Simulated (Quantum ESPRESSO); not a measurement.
Runs of Quantum ESPRESSO 7.5 on InPd. The structure is cubic, space group Pm-3m (No. 221). Conventional cell: a = 3.272 Å, b = 3.272 Å, c = 3.272 Å, α = 90.00°, β = 90.00°, γ = 90.00°. In (site symmetry m-3m) has 8 Pd at 2.83 Å as nearest neighbours. Around Pd (site symmetry m-3m) lie 8 In at 2.83 Å. The cell comes from a database or a generator and needn't be the stable form of this composition.

```tsv
task	level	potentials or basis	cell	k mesh	cutoff (eV)	SCF threshold	symmetry	form of the LDA correlation	gap on the mesh (eV)	pressure (GPa)	V0 of scaled cells (Å³/atom)	B0 (GPa)
band structure	PBEsol	GBRV 1.5 PBEsol	as given	8 × 8 × 8	762	4e-10 Ry	-	-	none	-3.4	-	-
single point	PBEsol	GBRV 1.5 PBEsol	as given	8 × 8 × 8	762	4e-10 Ry	-	-	none	-3.4	-	-
equation of state	r2SCAN	SG15 PBE 1.2	as given	6 × 6 × 6	952	1e-08 Ry	off	-	-	-	(a)	132
equation of state	PBEsol	GBRV 1.5 PBEsol	as given	8 × 8 × 8	762	4e-10 Ry	-	-	-	-	17.09	(b)
equation of state	LDA	GBRV 1.5 LDA	as given	8 × 8 × 8	762	4e-10 Ry	-	PZ81	-	-	16.59	157
single point	PBEsol	GBRV 1.5 PBEsol	atoms moved at random, drawn with an rms of 0.05 Å	8 × 8 × 8	762	4e-10 Ry	-	-	none	-3.2	-	-
```

Alike in all rows: no spin polarisation; smearing fermi-dirac 0.05 eV.

Task: Estimate the missing entries.

Result: (a) 17.25; (b) 139.

Caveats: spin-orbit coupling is left out, which moves the levels of the heavy elements (some runs); the potentials were made for another functional, which shifts forces and pressure (some runs).

A k mesh can miss the band edges, and the runs leave out spin-orbit coupling on In, Pd.

A gap of «none» marks a metal or a gap under the smearing width.
